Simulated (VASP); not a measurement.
# InSb (F-43m) in VASP: a series of runs, part 2 of 2

VASP 6.6.1. The steps go on from the part before.

## 3. Relaxation of cell and atoms, PBEsol

This run uses another cell than the first one, of 34.65 Å³/atom, 1.020 times its volume.

Input file INCAR:

```
SYSTEM = InSb
PREC = Accurate
ENCUT = 520
EDIFF = 1E-7
ISMEAR = 0
SIGMA = 0.02
LREAL = .False.
LASPH = .True.
NELM = 60
ALGO = Normal
ISIF = 3
LWAVE = .False.
LCHARG = .False.
GGA = PS
IBRION = 2
NSW = 80
EDIFFG = -0.002
```

Input file KPOINTS:

```
Automatic mesh
0
Gamma
  8 8 8
  0 0 0
```

Input file POSCAR:

```
InSb                                    
1.0
    0.0000000000      3.2601865216      3.2601865216
    3.2601865216      0.0000000000      3.2601865216
    3.2601865216      3.2601865216      0.0000000000
  In              Sb            
     1     1
Direct
     0.0000000000000000    0.0000000000000000    0.0000000000000000
     0.2500000000000000    0.2500000000000000    0.2500000000000000
```

Potentials or basis: VASP PAW PBE potentials, release 64 (In_d, Sb).

On the command line:

```
$ cat potpaw_PBE.64/In_d/POTCAR potpaw_PBE.64/Sb/POTCAR > POTCAR
$ mpirun -np 1 vasp_std > vasp.out
```

OUTCAR:

```text
SYSTEM = InSb
   PREC = Accurate
   ENCUT = 520
   EDIFF = 1E-7
   ISMEAR = 0
   LREAL = .False.
   LASPH = .True.
   NELM = 60
   ISIF = 3
   GGA = PS
   IBRION = 2
   NSW = 80
   EDIFFG = -0.002

 ion  position               nearest neighbor table
   1  0.000  0.000  0.000-   2 2.82   2 2.82   2 2.82   2 2.82
   2  0.250  0.250  0.250-   1 2.82   1 2.82   1 2.82   1 2.82

  LATTYP: Found a face centered cubic cell.
 ALAT       =     6.5203730432

  Lattice vectors:

 A1 = (   0.0000000000,   3.2601865216,   3.2601865216)
 A2 = (   3.2601865216,   0.0000000000,   3.2601865216)
 A3 = (   3.2601865216,   3.2601865216,   0.0000000000)

Analysis of symmetry for initial positions (statically):
=====================================================================
 Subroutine PRICEL returns:
 Original cell was already a primitive cell.

 Routine SETGRP: Setting up the symmetry group for a
 face centered cubic supercell.

 Subroutine GETGRP returns: Found 24 space group operations
 (whereof 24 operations were pure point group operations)
 out of a pool of 48 trial point group operations.

The static configuration has the point symmetry T_d .

Analysis of symmetry for dynamics (positions and initial velocities):
=====================================================================
 Subroutine PRICEL returns:
 Original cell was already a primitive cell.

 Routine SETGRP: Setting up the symmetry group for a
 face centered cubic supercell.

 Subroutine GETGRP returns: Found 24 space group operations
 (whereof 24 operations were pure point group operations)
 out of a pool of 48 trial point group operations.

The dynamic configuration has the point symmetry T_d .

 Subroutine INISYM returns: Found 24 space group operations
 (whereof 24 operations are pure point group operations),
 and found     1 'primitive' translations

----------------------------------------------------------------------------------------

                                     Primitive cell

[... 123 lines left out ...]
 Gauss-broadening in eV      SIGMA  =   0.02
  energy-cutoff  :      520.00
  volume of cell :       69.30
 maximum number of plane-waves:      1892
 NGX is ok and might be reduce to    36
   NGX = 17   NGY = 17   NGZ = 17

 number of electron      17.9999994 magnetization

 Free energy of the ion-electron system (eV)
  ---------------------------------------------------
  ext. energy  EPLUGINS =         0.00000000
  ---------------------------------------------------
  free energy    TOTEN  =        -7.69574635 eV

  energy without entropy =       -7.69568610  energy(sigma->0) =       -7.69571623

 E-fermi :   4.7704     XC(G=0):  -8.7868

 val. band max:        4.7642765654   @ k =   0.0000   0.0000   0.0000
 cond. band min:       5.2023979289   @ k =   0.5000   0.0000   0.0000
 fundamental gap:      0.4381213635
 Fermi energy:         4.7703679190

 k-point     1 :       0.0000    0.0000    0.0000
  band No.  band energies     occupation
      1      -9.7378      2.00000
      2      -9.7378      2.00000
      3      -9.7378      2.00000
      4      -9.6566      2.00000
      5      -9.6566      2.00000
      6      -5.8647      2.00000
      7       4.3948      2.00000
      8       4.7643      1.33333
      9       4.7643      1.33333
     10       4.7643      1.33333
     11       7.6965      0.00000
     12       7.6965      0.00000
     13       7.6965      0.00000
[... 354 lines left out ...]
  band No.  band energies     occupation
      1      -9.7923      2.00000
      2      -9.7151      2.00000
      3      -9.7094      2.00000
      4      -9.6605      2.00000
      5      -9.6549      2.00000
      6      -4.2679      2.00000
      7      -0.7798      2.00000
      8       2.1302      2.00000
      9       3.1613      2.00000
     10       6.9409      0.00000
     11       8.1464      0.00000
     12       9.7531      0.00000
     13      10.8082      0.00000

 [... further k-points ...]

------------------------ aborting loop because EDIFF is reached ----------------------------------------

  FORCE on cell =-STRESS in cart. coord.  units (eV):
  Direction    XX          YY          ZZ          XY          YZ          ZX
  --------------------------------------------------------------------------------------
  -------------------------------------------------------------------------------------
  Total        0.0001466      0.0001466      0.0001466      0.0000000      0.0000000      0.0000000
  in kB        0.0033902      0.0033902      0.0033902      0.0000000      0.0000000      0.0000000
  external PRESSURE =       0.0033902 kB  Pullay stress =       0.0000000 kB

 VOLUME and BASIS-vectors are now :
 -----------------------------------------------------------------------------
  energy-cutoff  :      520.00
  volume of cell :       69.30
      direct lattice vectors                 reciprocal lattice vectors
     0.000000000  3.260186522  3.260186522    -0.153365458  0.153365458  0.153365458
     3.260186522  0.000000000  3.260186522     0.153365458 -0.153365458  0.153365458
     3.260186522  3.260186522  0.000000000     0.153365458  0.153365458 -0.153365458

 POSITION                                       TOTAL-FORCE (eV/Angst)
 -----------------------------------------------------------------------------------
      0.00000      0.00000      0.00000        -0.000000      0.000000      0.000000
      1.63009      1.63009      1.63009         0.000000     -0.000000     -0.000000
 -----------------------------------------------------------------------------------
    total drift:                               -0.000000     -0.000000     -0.000000

  FREE ENERGIE OF THE ION-ELECTRON SYSTEM (eV)
  ---------------------------------------------------
  free  energy   TOTEN  =        -7.6957463550 eV

  energy  without entropy=       -7.6956860962  energy(sigma->0) =       -7.69571623

 reached required accuracy - stopping structural energy minimisation
```

CONTCAR:

```text
InSb
   1.00000000000000
     0.0000000000000000    3.2601865216000001    3.2601865216000001
     3.2601865216000001    0.0000000000000000    3.2601865216000001
     3.2601865216000001    3.2601865216000001    0.0000000000000000
  In              Sb
     1     1
Direct
     0.0000000000000000    0.0000000000000000    0.0000000000000000
     0.2500000000000000    0.2500000000000000    0.2500000000000000

  0.00000000E+00  0.00000000E+00  0.00000000E+00
  0.00000000E+00  0.00000000E+00  0.00000000E+00
```

It took 32 s on 1 thread of Intel Xeon Platinum 8259CL at 2.50GHz (Skylake/Cascade Lake), shared host; peak memory 0.21 GiB.

What came out:

```
Free energy             : -7.6957 eV
Pressure after relaxing : 0.0 GPa
Band gap on the k mesh  : none (metal or under the smearing width)
```

Final structure:
```yaml
crystal:
  lattice:
    - [0.00000, 3.26019, 3.26019]
    - [3.26019, 0.00000, 3.26019]
    - [3.26019, 3.26019, 0.00000]
  atoms:
    - { symbol: In, position: [0.00000, 0.00000, 0.00000] }
    - { symbol: Sb, position: [0.25000, 0.25000, 0.25000] }
```

Caveat: the relaxation stopped at its first step, so nothing moved; the PAW data sets were made with another functional, which shifts forces and pressure a little; this crystal is a semiconductor, whose small gap the functional closes, so the metal is an error of the method. The run has no spin-orbit coupling, so splittings on Sb are missing.
